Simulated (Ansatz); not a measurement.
# Bi: equation of state with HSE06

The system is Bi.

```
Bi
1.0
     2.26750    1.30914    3.93800
    -2.26750    1.30914    3.93800
     0.00000   -2.61828    3.93800
Bi
2
Direct
  0.76600 0.76600 0.76600
  0.23400 0.23400 0.23400
```

```yaml
Program: Ansatz 0.2.0
Task: equation of state
Functional: HSE06
Potentials_or_basis: Ansatz PAW
Cutoff: 420 eV
Density_cutoff: 1680 eV
k_mesh: 4 × 4 × 4
Occupations: fermi-dirac, width 0.05 eV
Spin: no spin polarisation
```

The equilibrium volume is 35.27 Å³/atom. The bulk modulus at fixed shape and positions is 49 GPa and the pressure derivative of the bulk modulus is 4.6.

Energy against volume, from the lowest point:
```
volume (Å³/atom)  energy (meV/atom)
          32.965              26.21
          33.667              12.10
          34.368               3.57
          35.070               0.00
          35.771               0.91
          36.472               5.79
          37.174              14.22
```

All runs of the series together: 63 s on 2 threads of AMD EPYC 7R13 Processor (Zen 3), with other jobs on the host.

Caveat: the k mesh is coarse (spacing up to 0.42 Å⁻¹), so the values aren't converged, least of all with exact exchange; the cell was scaled at fixed shape and fractional positions, which overstates the stiffness of a crystal with free parameters, most of all of layers and chains; the PAW data sets were made with another functional, which shifts forces and pressure a little.
